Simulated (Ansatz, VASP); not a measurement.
**Y in VASP and in Ansatz**

INCAR

```
SYSTEM = Y
ALGO = Normal
EDIFF = 1E-6
ENCUT = 520
GGA = PS
ISIF = 2
ISMEAR = -1
LASPH = .TRUE.
LCHARG = .TRUE.
LELF = .TRUE.
LREAL = .FALSE.
LVHAR = .TRUE.
LWAVE = .FALSE.
NBANDS = 12
NELM = 100
PREC = Accurate
SIGMA = 0.15
```

Contents of KPOINTS:

```
k-points
0
G
  8 8 8
  0 0 0
```

Contents of POSCAR:

```
Y
1.0
    3.5143210000      0.0000000000      0.0000000000
    1.7571605000      3.0434912631      0.0000000000
    1.7571605000      1.0144970877      2.8694310808
Y
1
Direct
    0.0000000000      0.0000000000      0.0000000000
```

Input for Ansatz:

```yaml
crystal:
  lattice:
    a: 3.514321
    b: 3.514321
    c: 3.514321
    alpha: 60.0
    beta: 60.0
    gamma: 60.0
  atoms:
    - { symbol: "Y", position: [0.0, 0.0, 0.0] }
kpoints:
  mp_grid:
    grid: [8, 8, 8]
hamiltonian:
  xc: pbesol
  pseudopotentials:
    kind: paw
scf:
  convergence:
    dr2_threshold: 1.0e-08
  occupations:
    method: fermi_dirac
    width: 0.15
output:
  forces: true
  stress: true
  eigenvalues: true
```

This isn't the form of Y at room conditions, which is hcp.

Alike in both runs: task single point; functional PBEsol; k mesh 8 × 8 × 8; occupations fermi-dirac, width 0.15 eV; no spin polarisation.

|  | VASP | Ansatz |
| --- | --- | --- |
| version | VASP 6.6.1 | Ansatz 0.2.0 |
| potentials or method | VASP PAW PBE potentials, release 64 (Y_sv) | plane waves, PAW |
| plane-wave cutoff (eV) | 520 | 420 |
| valence electrons in the cell | 11 | 11 |

VASP gave:

| Quantity | Value |
| --- | --- |
| gap on the k mesh at the Fermi level (eV) | none |
| pressure (GPa) | 0.4 |

**Question.** Which values does Ansatz return?

**Answer.** gap on the k mesh at the Fermi level (eV): none; pressure (GPa): 0.5.

A gap of «none» marks a metal or a gap that the smearing closes. With one functional, cell and mesh, what is left measures potentials, basis and numerics. Ansatz warned: «stress_scf_threshold_loose».

Caveats: the PAW data sets were made with another functional, which shifts forces and pressure a little (VASP).
